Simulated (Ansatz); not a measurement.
# Zr2N: a two-dimensional strain map

This session takes Zr2N and sets out to strain the cell in the xy plane and along z independently.

Program: Ansatz 0.2.0. Level of theory: DFT r2SCAN, scalar-relativistic, plane waves, PAW. These are calculated values, not measurements.

1 further run of the same task is left out (set aside as unsound or not needed). Runs told in other sessions of the task aren't counted.

### Step 1. The starting structure

Symmetry: P4_2/mnm, No. 136, tetragonal system. Conventional cell: a = 5.417 Å, b = 5.417 Å, c = 3.300 Å, α = 90.00°, β = 90.00°, γ = 90.00°. Zr (site symmetry m2m) has 3 N at 2.27 Å in its first shell of neighbours. Around N (site symmetry mmm) lie 6 Zr at 2.27 Å.

As a file:

```cif
data_structure
_symmetry_space_group_name_H-M 'P4_2/mnm'
_symmetry_Int_Tables_number 136
_cell_length_a 5.4171
_cell_length_b 5.4171
_cell_length_c 3.3004
_cell_angle_alpha 90.000
_cell_angle_beta 90.000
_cell_angle_gamma 90.000
_cell_volume 96.85
loop_
_atom_site_label
_atom_site_type_symbol
_atom_site_symmetry_multiplicity
_atom_site_Wyckoff_symbol
_atom_site_fract_x
_atom_site_fract_y
_atom_site_fract_z
_atom_site_occupancy
Zr1 Zr 4 f 0.29657 0.29657 0.00000 1
N1 N 2 a 0.00000 0.00000 0.00000 1
```

It goes back to an entry of the Materials Project, which need not be the stable form.

This cell was relaxed beforehand with the same method: volume 16.14 Å³/atom, gap on the mesh none (metal).

### Step 2. Zero of energy

The reference gives a free energy of -17558.0657 eV, pressure -0.01 GPa, largest force 0.016 eV/Å and gap on the mesh none (metal). It was computed beforehand with the settings of the runs below.

### Step 3. The scan: a two-dimensional strain map

The cell is strained by p along both x and y and by q along z, with fractional coordinates fixed.

### Step 4. Point p = -0.030, q = -0.030

Input file input.yaml:

```yaml
crystal:
  lattice:
    - [5.2545408803, 0.0, 0.0]
    - [0.0, 5.2545408803, 0.0]
    - [0.0, 0.0, 3.2014311451]
  atoms:
    - { symbol: Zr, position: [0.2965720823, 0.2965720823, 0.0] }
    - { symbol: Zr, position: [0.7034279177, 0.7034279177, 0.0] }
    - { symbol: Zr, position: [0.7965720823, 0.2034279177, 0.5] }
    - { symbol: Zr, position: [0.2034279177, 0.7965720823, 0.5] }
    - { symbol: "N", position: [0.0, 0.0, 0.0] }
    - { symbol: "N", position: [0.5, 0.5, 0.5] }
basis:
  ecutwfc: 500
kpoints:
  mp_grid: { grid: [10, 10, 14] }
hamiltonian:
  xc: r2scan
scf:
  occupations: { method: gaussian, width: 0.15 }
output:
  forces: true
  stress: true
  eigenvalues: true
```

Launch:

```bash
$ ansatz run input.yaml --threads 2 --pin off --max-ram 5120MiB --backend cpu --events-out ev --progress --plain --runs-dir out
```

The log of the run, shortened:

```text
Warning: RAYON_NUM_THREADS=2 ignored (pool sized by the plan → 2); use --threads N
[...]
Pseudopotentials: kind: paw
Pseudopotential: Zr, paw, valence charge 12, recommended cutoff 500 eV (meta_gga), Zr.paw.azcp
Pseudopotential: N, paw, valence charge 5, recommended cutoff 500 eV (meta_gga), N.paw.azcp
Functional definition: r2SCAN
[...]
Crystal: 6 atoms, lattice volume = 88.392 Å³
Basis set: ecut = 500 eV, 2223 PW (Γ), exchange–correlation on 160×160×96 points (64 copies of the dense FFT grid, shifted against one another)
Bands: 35, of which v1, the nominal top of the filled ones, is band 29 counted from 1 (28 counted from 0)
Symmetry: 16 space group operations
Space group: P42/mnm (ITA 136), of the structure as read, at distance tolerance 4.5e-5 Å
k-points: 168 of 1400
[...]
SCF iter   1: F=—  HF=-17557.313954 eV  |F-HF|=—  |Δ(HF+E_count)|=         —  Δρ=1.51e-2  dr2=2.41e-1  dr2_τ=3.50e-1  ethr=1.77e-3  ⟨swp⟩=4.7  Hψ=23613  notcnv=0
[...]
SCF iter   8: F=-17557.567276 eV  HF=-17557.567276 eV  |F-HF|=5.02e-10  |Δ(HF+E_count)|=   5.53e-8  Δρ=1.59e-6  dr2=2.05e-9  dr2_τ=4.92e-10  ethr=1.72e-10  ⟨swp⟩=9.7  Hψ=23192  notcnv=0
[...]
SCF converged after 8 iterations
Free energy (F): -17557.567276 eV
[...]
E sigma→0 (E₀):  -17557.552372 eV
Entropy (-TS):   -0.029807 eV (-4.968 meV/atom)
Fermi energy:    16.610106 eV
[...]
--- Forces (eV/Å), atoms counted from 1 ---
  atom   1  Zr    -0.18112556    -0.18112556     0.00000000
  atom   2  Zr     0.18112556     0.18112556     0.00000000
  atom   3  Zr    -0.18112556     0.18112556     0.00000000
  atom   4  Zr     0.18112556    -0.18112556     0.00000000
  atom   5  N      0.00000000    -0.00000000     0.00000000
  atom   6  N      0.00000000     0.00000000     0.00000000
[...]
--- Stress (GPa, compression-positive) ---
       19.783706       0.000000       0.000000
        0.000000      19.783706       0.000000
        0.000000       0.000000      21.501288
  P = ⅓ Tr σ = 20.3562 GPa (203.562 kbar)
--- Band table (eV; the first three rows and the last of 168) ---
[...]
```

It took 29 s on 2 threads of Arm Neoverse V2, shared host; peak memory 0.86 GiB.

### Step 5. Point p = -0.030, q = 0.000

Changes to input.yaml since step 4:

```diff
@@ -4,3 +4,3 @@
     - [0.0, 5.2545408803, 0.0]
-    - [0.0, 0.0, 3.2014311451]
+    - [0.0, 0.0, 3.3004444795]
   atoms:
```

Launch:

```bash
$ ansatz run input.yaml --threads 2 --pin off --max-ram 5120MiB --backend cpu --events-out ev --progress --plain --runs-dir out
```

The log of the run, shortened:

```text
[...]
SCF converged after 8 iterations
Free energy (F): -17557.811029 eV
[...]
E sigma→0 (E₀):  -17557.796281 eV
Entropy (-TS):   -0.029496 eV (-4.916 meV/atom)
Fermi energy:    16.078168 eV
[...]
--- Forces (eV/Å), atoms counted from 1 ---
  atom   1  Zr    -0.13107003    -0.13107003     0.00000000
  atom   2  Zr     0.13107003     0.13107003     0.00000000
  atom   3  Zr    -0.13107003     0.13107003     0.00000000
  atom   4  Zr     0.13107003    -0.13107003     0.00000000
  atom   5  N      0.00000000    -0.00000000     0.00000000
  atom   6  N      0.00000000     0.00000000     0.00000000
[...]
--- Stress (GPa, compression-positive) ---
       15.109528       0.000000       0.000000
        0.000000      15.109528       0.000000
        0.000000       0.000000       7.479279
  P = ⅓ Tr σ = 12.5661 GPa (125.661 kbar)
--- Band table (eV; the first three rows and the last of 168) ---
[...]
```

It took 31 s on 2 threads of Arm Neoverse V2, shared host; peak memory 0.88 GiB.

### Step 6. Point p = -0.030, q = 0.030

Changes to input.yaml since step 5:

```diff
@@ -4,3 +4,3 @@
     - [0.0, 5.2545408803, 0.0]
-    - [0.0, 0.0, 3.3004444795]
+    - [0.0, 0.0, 3.3994578139]
   atoms:
```

Launch:

```bash
$ ansatz run input.yaml --threads 2 --pin off --max-ram 5120MiB --backend cpu --events-out ev --progress --plain --runs-dir out
```

The log of the run, shortened:

```text
Warning: RAYON_NUM_THREADS=2 ignored (pool sized by the plan → 2); use --threads N
[...]
Pseudopotentials: kind: paw
Pseudopotential: Zr, paw, valence charge 12, recommended cutoff 500 eV (meta_gga), Zr.paw.azcp
Pseudopotential: N, paw, valence charge 5, recommended cutoff 500 eV (meta_gga), N.paw.azcp
Functional definition: r2SCAN
[...]
Crystal: 6 atoms, lattice volume = 93.860 Å³
Basis set: ecut = 500 eV, 2425 PW (Γ), exchange–correlation on 160×160×100 points (64 copies of the dense FFT grid, shifted against one another)
Bands: 35, of which v1, the nominal top of the filled ones, is band 29 counted from 1 (28 counted from 0)
Symmetry: 16 space group operations
Space group: P42/mnm (ITA 136), of the structure as read, at distance tolerance 4.5e-5 Å
k-points: 168 of 1400
[...]
SCF iter   1: F=—  HF=-17557.638268 eV  |F-HF|=—  |Δ(HF+E_count)|=         —  Δρ=1.58e-2  dr2=2.89e-1  dr2_τ=2.94e-1  ethr=1.77e-3  ⟨swp⟩=4.5  Hψ=23370  notcnv=0
[...]
SCF iter   8: F=-17557.836549 eV  HF=-17557.836549 eV  |F-HF|=3.57e-10  |Δ(HF+E_count)|=   5.14e-8  Δρ=1.21e-6  dr2=1.12e-9  dr2_τ=2.43e-10  ethr=1.72e-10  ⟨swp⟩=9.6  Hψ=23117  notcnv=0
[...]
SCF converged after 8 iterations
Free energy (F): -17557.836549 eV
[...]
E sigma→0 (E₀):  -17557.821055 eV
Entropy (-TS):   -0.030989 eV (-5.165 meV/atom)
Fermi energy:    15.577959 eV
[...]
--- Forces (eV/Å), atoms counted from 1 ---
  atom   1  Zr    -0.13225567    -0.13225567     0.00000000
  atom   2  Zr     0.13225567     0.13225567     0.00000000
  atom   3  Zr    -0.13225567     0.13225567     0.00000000
  atom   4  Zr     0.13225567    -0.13225567     0.00000000
  atom   5  N      0.00000000    -0.00000000     0.00000000
  atom   6  N      0.00000000     0.00000000     0.00000000
[...]
--- Stress (GPa, compression-positive) ---
       10.978953       0.000000       0.000000
        0.000000      10.978953       0.000000
        0.000000       0.000000      -4.084778
  P = ⅓ Tr σ = 5.9577 GPa (59.577 kbar)
--- Band table (eV; the first three rows and the last of 168) ---
[...]
```

Run time: 32 s. Hardware: 2 threads of Arm Neoverse V2, shared host; peak memory 0.86 GiB.

### Step 7. Point p = 0.000, q = -0.030

Changes to input.yaml since step 6:

```diff
@@ -2,5 +2,5 @@
   lattice:
-    - [5.2545408803, 0.0, 0.0]
-    - [0.0, 5.2545408803, 0.0]
-    - [0.0, 0.0, 3.3994578139]
+    - [5.4170524539, 0.0, 0.0]
+    - [0.0, 5.4170524539, 0.0]
+    - [0.0, 0.0, 3.2014311451]
   atoms:
```

Launch:

```bash
$ ansatz run input.yaml --threads 2 --pin off --max-ram 5120MiB --backend cpu --events-out ev --progress --plain --runs-dir out
```

The log of the run, shortened:

```text
[...]
SCF converged after 8 iterations
Free energy (F): -17557.950809 eV
[...]
E sigma→0 (E₀):  -17557.936551 eV
Entropy (-TS):   -0.028516 eV (-4.753 meV/atom)
Fermi energy:    15.523028 eV
[...]
--- Forces (eV/Å), atoms counted from 1 ---
  atom   1  Zr    -0.03171489    -0.03171489    -0.00000000
  atom   2  Zr     0.03171489     0.03171489     0.00000000
  atom   3  Zr    -0.03171489     0.03171489    -0.00000000
  atom   4  Zr     0.03171489    -0.03171489     0.00000000
  atom   5  N     -0.00000000    -0.00000000    -0.00000000
  atom   6  N      0.00000000    -0.00000000    -0.00000000
[...]
--- Stress (GPa, compression-positive) ---
        3.145019      -0.000000       0.000000
       -0.000000       3.145019       0.000000
        0.000000       0.000000      12.810205
  P = ⅓ Tr σ = 6.3667 GPa (63.667 kbar)
--- Band table (eV; the first three rows and the last of 168) ---
[...]
```

Run time: 29 s. Hardware: 2 threads of Arm Neoverse V2, shared host; peak memory 0.85 GiB.

### Step 8. Point p = 0.000, q = 0.030

Changes to input.yaml since step 7:

```diff
@@ -4,3 +4,3 @@
     - [0.0, 5.4170524539, 0.0]
-    - [0.0, 0.0, 3.2014311451]
+    - [0.0, 0.0, 3.3994578139]
   atoms:
```

Launch:

```bash
$ ansatz run input.yaml --threads 2 --pin off --max-ram 5120MiB --backend cpu --events-out ev --progress --plain --runs-dir out
```

The log of the run, shortened:

```text
[...]
SCF converged after 8 iterations
Free energy (F): -17557.972670 eV
[...]
E sigma→0 (E₀):  -17557.957482 eV
Entropy (-TS):   -0.030374 eV (-5.062 meV/atom)
Fermi energy:    14.544008 eV
[...]
--- Forces (eV/Å), atoms counted from 1 ---
  atom   1  Zr    -0.03561730    -0.03561730    -0.00000000
  atom   2  Zr     0.03561730     0.03561730     0.00000000
  atom   3  Zr    -0.03561730     0.03561730    -0.00000000
  atom   4  Zr     0.03561730    -0.03561730     0.00000000
  atom   5  N      0.00000000    -0.00000000    -0.00000000
  atom   6  N      0.00000000    -0.00000000    -0.00000000
[...]
--- Stress (GPa, compression-positive) ---
       -2.927376      -0.000000       0.000000
       -0.000000      -2.927376       0.000000
        0.000000       0.000000     -10.141804
  P = ⅓ Tr σ = -5.3322 GPa (-53.322 kbar)
--- Band table (eV; the first three rows and the last of 168) ---
[...]
```

Run time: 34 s. Hardware: 2 threads of Arm Neoverse V2, shared host; peak memory 0.87 GiB.

### Step 9. Point p = 0.030, q = -0.030

Changes to input.yaml since step 8:

```diff
@@ -2,5 +2,5 @@
   lattice:
-    - [5.4170524539, 0.0, 0.0]
-    - [0.0, 5.4170524539, 0.0]
-    - [0.0, 0.0, 3.3994578139]
+    - [5.5795640275, 0.0, 0.0]
+    - [0.0, 5.5795640275, 0.0]
+    - [0.0, 0.0, 3.2014311451]
   atoms:
```

Launch:

```bash
$ ansatz run input.yaml --threads 2 --pin off --max-ram 5120MiB --backend cpu --events-out ev --progress --plain --runs-dir out
```

The log of the run, shortened:

```text
[...]
SCF converged after 8 iterations
Free energy (F): -17557.823820 eV
[...]
E sigma→0 (E₀):  -17557.809361 eV
Entropy (-TS):   -0.028920 eV (-4.820 meV/atom)
Fermi energy:    14.527321 eV
[...]
--- Forces (eV/Å), atoms counted from 1 ---
  atom   1  Zr     0.15418581     0.15418581     0.00000000
  atom   2  Zr    -0.15418581    -0.15418581     0.00000000
  atom   3  Zr     0.15418581    -0.15418581     0.00000000
  atom   4  Zr    -0.15418581     0.15418581     0.00000000
  atom   5  N      0.00000000    -0.00000000     0.00000000
  atom   6  N      0.00000000     0.00000000     0.00000000
[...]
--- Stress (GPa, compression-positive) ---
       -9.600265       0.000000       0.000000
        0.000000      -9.600265       0.000000
        0.000000       0.000000       6.427487
  P = ⅓ Tr σ = -4.2577 GPa (-42.577 kbar)
--- Band table (eV; the first three rows and the last of 168) ---
[...]
```

It took 38 s on 2 threads of Arm Neoverse V2, shared host; peak memory 0.91 GiB.

### Step 10. p = 0.030, q = 0.000

Changes to input.yaml since step 9:

```diff
@@ -4,3 +4,3 @@
     - [0.0, 5.5795640275, 0.0]
-    - [0.0, 0.0, 3.2014311451]
+    - [0.0, 0.0, 3.3004444795]
   atoms:
```

Launch:

```bash
$ ansatz run input.yaml --threads 2 --pin off --max-ram 5120MiB --backend cpu --events-out ev --progress --plain --runs-dir out
```

The log of the run, shortened:

```text
Warning: RAYON_NUM_THREADS=2 ignored (pool sized by the plan → 2); use --threads N
[...]
Pseudopotentials: kind: paw
Pseudopotential: Zr, paw, valence charge 12, recommended cutoff 500 eV (meta_gga), Zr.paw.azcp
Pseudopotential: N, paw, valence charge 5, recommended cutoff 500 eV (meta_gga), N.paw.azcp
Functional definition: r2SCAN
[...]
Crystal: 6 atoms, lattice volume = 102.748 Å³
Basis set: ecut = 500 eV, 2585 PW (Γ), exchange–correlation on 180×180×100 points (64 copies of the dense FFT grid, shifted against one another)
Bands: 35, of which v1, the nominal top of the filled ones, is band 29 counted from 1 (28 counted from 0)
Symmetry: 16 space group operations
Space group: P42/mnm (ITA 136), of the structure as read, at distance tolerance 4.7e-5 Å
k-points: 168 of 1400
[...]
SCF iter   1: F=—  HF=-17557.709770 eV  |F-HF|=—  |Δ(HF+E_count)|=         —  Δρ=1.51e-2  dr2=3.17e-1  dr2_τ=2.35e-1  ethr=1.77e-3  ⟨swp⟩=4.6  Hψ=23460  notcnv=0
[...]
SCF iter   8: F=-17557.835453 eV  HF=-17557.835453 eV  |F-HF|=1.16e-10  |Δ(HF+E_count)|=   2.74e-8  Δρ=2.36e-6  dr2=5.01e-9  dr2_τ=5.09e-10  ethr=1.72e-10  ⟨swp⟩=9.4  Hψ=22480  notcnv=0
[...]
SCF converged after 8 iterations
Free energy (F): -17557.835453 eV
[...]
E sigma→0 (E₀):  -17557.820682 eV
Entropy (-TS):   -0.029542 eV (-4.924 meV/atom)
Fermi energy:    14.047764 eV
[...]
--- Forces (eV/Å), atoms counted from 1 ---
  atom   1  Zr     0.15004127     0.15004127     0.00000000
  atom   2  Zr    -0.15004127    -0.15004127     0.00000000
  atom   3  Zr     0.15004127    -0.15004127     0.00000000
  atom   4  Zr    -0.15004127     0.15004127     0.00000000
  atom   5  N      0.00000000     0.00000000     0.00000000
  atom   6  N      0.00000000    -0.00000000     0.00000000
[...]
--- Stress (GPa, compression-positive) ---
      -11.777173       0.000000       0.000000
        0.000000     -11.777173       0.000000
        0.000000       0.000000      -4.872207
  P = ⅓ Tr σ = -9.4755 GPa (-94.755 kbar)
--- Band table (eV; the first three rows and the last of 168) ---
[...]
```

It took 42 s on 2 threads of Arm Neoverse V2, shared host; peak memory 0.94 GiB.

### Step 11. p = 0.030, q = 0.030

Changes to input.yaml since step 10:

```diff
@@ -4,3 +4,3 @@
     - [0.0, 5.5795640275, 0.0]
-    - [0.0, 0.0, 3.3004444795]
+    - [0.0, 0.0, 3.3994578139]
   atoms:
```

Launch:

```bash
$ ansatz run input.yaml --threads 2 --pin off --max-ram 5120MiB --backend cpu --events-out ev --progress --plain --runs-dir out
```

The log of the run, shortened:

```text
[...]
SCF converged after 8 iterations
Free energy (F): -17557.649181 eV
[...]
E sigma→0 (E₀):  -17557.633666 eV
Entropy (-TS):   -0.031029 eV (-5.172 meV/atom)
Fermi energy:    13.595295 eV
[...]
--- Forces (eV/Å), atoms counted from 1 ---
  atom   1  Zr     0.10657821     0.10657821     0.00000000
  atom   2  Zr    -0.10657821    -0.10657821     0.00000000
  atom   3  Zr     0.10657821    -0.10657821     0.00000000
  atom   4  Zr    -0.10657821     0.10657821     0.00000000
  atom   5  N      0.00000000    -0.00000000     0.00000000
  atom   6  N      0.00000000    -0.00000000     0.00000000
[...]
--- Stress (GPa, compression-positive) ---
      -13.579717       0.000000       0.000000
        0.000000     -13.579717       0.000000
        0.000000       0.000000     -14.174306
  P = ⅓ Tr σ = -13.7779 GPa (-137.779 kbar)
--- Band table (eV; the first three rows and the last of 168) ---
[...]
```

Run time: 42 s. Hardware: 2 threads of Arm Neoverse V2, shared host; peak memory 0.94 GiB.

### Step 12. Point p = -0.030, q = -0.015

Changes to input.yaml since step 11:

```diff
@@ -2,5 +2,5 @@
   lattice:
-    - [5.5795640275, 0.0, 0.0]
-    - [0.0, 5.5795640275, 0.0]
-    - [0.0, 0.0, 3.3994578139]
+    - [5.2545408803, 0.0, 0.0]
+    - [0.0, 5.2545408803, 0.0]
+    - [0.0, 0.0, 3.2509378123]
   atoms:
```

Launch:

```bash
$ ansatz run input.yaml --threads 2 --pin off --max-ram 5120MiB --backend cpu --events-out ev --progress --plain --runs-dir out
```

The log of the run, shortened:

```text
Warning: RAYON_NUM_THREADS=2 ignored (pool sized by the plan → 2); use --threads N
[...]
Pseudopotentials: kind: paw
Pseudopotential: Zr, paw, valence charge 12, recommended cutoff 500 eV (meta_gga), Zr.paw.azcp
Pseudopotential: N, paw, valence charge 5, recommended cutoff 500 eV (meta_gga), N.paw.azcp
Functional definition: r2SCAN
[...]
Crystal: 6 atoms, lattice volume = 89.759 Å³
Basis set: ecut = 500 eV, 2287 PW (Γ), exchange–correlation on 160×160×96 points (64 copies of the dense FFT grid, shifted against one another)
Bands: 35, of which v1, the nominal top of the filled ones, is band 29 counted from 1 (28 counted from 0)
Symmetry: 16 space group operations
Space group: P42/mnm (ITA 136), of the structure as read, at distance tolerance 4.5e-5 Å
k-points: 168 of 1400
[...]
SCF iter   1: F=—  HF=-17557.480708 eV  |F-HF|=—  |Δ(HF+E_count)|=         —  Δρ=1.54e-2  dr2=2.54e-1  dr2_τ=3.34e-1  ethr=1.77e-3  ⟨swp⟩=4.6  Hψ=23588  notcnv=0
[...]
SCF iter   8: F=-17557.719054 eV  HF=-17557.719054 eV  |F-HF|=4.37e-10  |Δ(HF+E_count)|=   6.11e-8  Δρ=1.62e-6  dr2=2.02e-9  dr2_τ=5.67e-10  ethr=1.72e-10  ⟨swp⟩=9.3  Hψ=23470  notcnv=0
[...]
SCF converged after 8 iterations
Free energy (F): -17557.719054 eV
[...]
E sigma→0 (E₀):  -17557.704373 eV
Entropy (-TS):   -0.029361 eV (-4.894 meV/atom)
Fermi energy:    16.339331 eV
[...]
--- Forces (eV/Å), atoms counted from 1 ---
  atom   1  Zr    -0.14906549    -0.14906549     0.00000000
  atom   2  Zr     0.14906549     0.14906549     0.00000000
  atom   3  Zr    -0.14906549     0.14906549     0.00000000
  atom   4  Zr     0.14906549    -0.14906549     0.00000000
  atom   5  N      0.00000000    -0.00000000     0.00000000
  atom   6  N      0.00000000     0.00000000     0.00000000
[...]
--- Stress (GPa, compression-positive) ---
       17.371028       0.000000       0.000000
        0.000000      17.371028       0.000000
        0.000000       0.000000      14.182824
  P = ⅓ Tr σ = 16.3083 GPa (163.083 kbar)
--- Band table (eV; the first three rows and the last of 168) ---
[...]
```

Run time: 29 s. Hardware: 2 threads of Arm Neoverse V2, shared host; peak memory 0.86 GiB.

### Step 13. All points together

Energy above the undisturbed cell in meV/atom; points alike by symmetry are filled in, and a dash was not computed:

| p \ q | -0.030 | -0.015 | 0.000 | 0.015 | 0.030 |
| --- | --- | --- | --- | --- | --- |
| -0.030 | 83.1 | 57.8 | 42.4 | – | 38.2 |
| -0.015 | – | – | – | – | – |
| 0.000 | 19.1 | – | 0.0 | – | 15.5 |
| 0.015 | – | – | – | – | – |
| 0.030 | 40.3 | – | 38.4 | – | 69.4 |

Pressure in GPa:

```
 p \ q  -0.030  -0.015  0.000  0.015  0.030
-0.030    20.4    16.3   12.6      –    6.0
-0.015       –       –      –      –      –
 0.000     6.4       –    0.0      –   -5.3
 0.015       –       –      –      –      –
 0.030    -4.3       –   -9.5      –  -13.8
```

### Step 14. Outcome

| quantity | value |
| --- | --- |
| highest point | 83.1 meV/atom at (p, q) = (-0.030, -0.030) |
| lowest point away from the origin | 15.5 meV/atom at (0.000, 0.030) |

**Reading.** No computed point lies below the origin. At |p| = |q| = 0.030, points where p and q have the same sign cost 76.2 meV/atom on average, those of opposite sign 39.2: stretching in the plane is cheaper with a contraction along z.
